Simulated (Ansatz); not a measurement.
Crystal: Eu.

```
Eu
1.0
    -2.30300    2.30300    2.30300
     2.30300   -2.30300    2.30300
     2.30300    2.30300   -2.30300
Eu
1
Direct
  0.00000 0.00000 0.00000
```

Program: Ansatz 0.2.0. Alike in all runs: task single point; level PBEsol; potentials or basis Ansatz PAW; spin collinear, ferromagnetic start; cell as given; k mesh 7 × 7 × 7; cutoff (eV) 420; smearing fermi-dirac 0.05 eV.

Task: Order these runs on this cell by their pressure, lowest first.
A. fixed moment (μB) 7.0
B. fixed moment (μB) 10.5
C. fixed moment (μB) 1.8

Result: B (-6.7 GPa), C (-4.4 GPa), A (-2.7 GPa).

Caveats: the total moment is fixed, so each spin has its own Fermi level; the PAW data sets come from PBE, with cores solved anew for the run's functional, which leaves a small shift of forces and pressure; the thresholds are loose for stress.
